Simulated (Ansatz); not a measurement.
Crystal: TaN.

```xyz
2
Lattice="2.9380 0.0000 0.0000 -1.4690 2.5444 0.0000 0.0000 0.0000 2.8830" Properties=species:S:1:pos:R:3 pbc="T T T"
Ta    0.0000    0.0000    1.4415
N     1.4690    0.8481    0.0000
```

Base run:

```yaml
Program: Ansatz 0.2.0
Functional: PBEsol
Potentials_or_basis: all-electron LAPW, scalar-relativistic
Cutoff: 350 eV
Density_cutoff: 1399 eV
Basis_error_allowed: 0.001 eV/atom
k_mesh: 10 × 10 × 9
Occupations: fermi-dirac, width 0.05 eV
Spin: no spin polarisation
```

Its results: band gap on the k mesh none (metal or under the smearing width); pressure -4.8 GPa.

Task: The run is repeated on the same cell with these changes: hubbard terms from none to Ta d U = 8 eV. What comes out?

Result: Band gap on the k mesh none (metal or under the smearing width); pressure 4.2 GPa.

Caveats: U is the effective U less J, on atomic orbitals that reach past the spheres (some runs); U without spin polarisation on a metal has little footing (some runs).

Not every run made on this cell is shown here.
